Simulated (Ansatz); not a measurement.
**Vibrational response of BN at 5 GPa**

Theory: DFT LDA, scalar-relativistic, plane waves, PAW in Ansatz 0.2.0. Cutoff 420 eV, 12×12×12 k-points (Γ-centred), fixed occupations. No spin polarisation. Phonons by linear response, acoustic sum rule imposed.

The cell, relaxed at 5 GPa:
```yaml
crystal:
  lattice:
    - [2.46784, 0.00244, -0.23726]
    - [-1.22463, 2.14255, 0.23727]
    - [-0.95639, -0.87847, 2.99623]
  atoms:
    - { symbol: B, position: [0.99191, 0.99186, 0.99515] }
    - { symbol: N, position: [0.65624, 0.32403, 0.99165] }
```

The crystal is built of layers and no dispersion correction was added, so the binding between them is poorly described, and with it their spacing and whatever depends on it.

Question: Give the high-frequency dielectric tensor ε∞.

Answer:
```
 5.25  0.01 -0.18
 0.01  5.26  0.11
-0.18  0.11  3.35
```

Question: Give the Born effective charges.

Answer:
| atom | Z*xx | Z*yy | Z*zz | mean |
| --- | --- | --- | --- | --- |
| B (atom 1) | 2.66 | 2.67 | 0.99 | 2.11 |
| N (atom 2) | -2.66 | -2.67 | -0.99 | -2.11 |

Question: How large is the static dielectric tensor with the ions free to move, and what share of it is ionic?

Answer:
```
 7.1  0.0 -0.3
 0.0  7.1  0.2
-0.3  0.2  4.3
```
The ions give 25 % of its trace.

This form isn't the usual stable structure of the compound at low pressure.

Cost: 1 run of about 1.4 core-minutes, on Intel Xeon Platinum 8259CL (Skylake/Cascade Lake) (shared hosts).